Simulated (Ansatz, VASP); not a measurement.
# BaS in VASP and in Ansatz

```
CELL_PARAMETERS angstrom
0.00000 3.14469 3.14469
3.14469 0.00000 3.14469
3.14469 3.14469 0.00000
ATOMIC_POSITIONS crystal
Ba 0.50000 0.50000 0.50000
S 0.00000 0.00000 0.00000
```

Alike in both runs: task single point; functional PBEsol; k mesh 6 × 6 × 6; occupations gaussian, width 0.05 eV; no spin polarisation.

|  | VASP | Ansatz |
| --- | --- | --- |
| version | VASP 6.6.1 | Ansatz 0.2.0 |
| potentials or method | VASP PAW PBE potentials, release 64 (Ba_sv, S) | scalar-relativistic, plane waves, PAW |
| plane-wave cutoff (eV) | 520 | 420 |
| valence electrons in the cell | 16 | 16 |

```csv
,VASP,Ansatz,Ansatz less VASP
gap on the k mesh at the Fermi level (eV),1.89,2.00,+0.109
least direct gap on the mesh (eV),2.00,2.08,+0.073
pressure (GPa),1.7,1.0,-0.74
```

Caveats: the PAW data sets were made with another functional, which shifts forces and pressure a little (VASP); spin-orbit coupling is left out, which moves the levels of the heavy elements. A k mesh can miss the band edges.
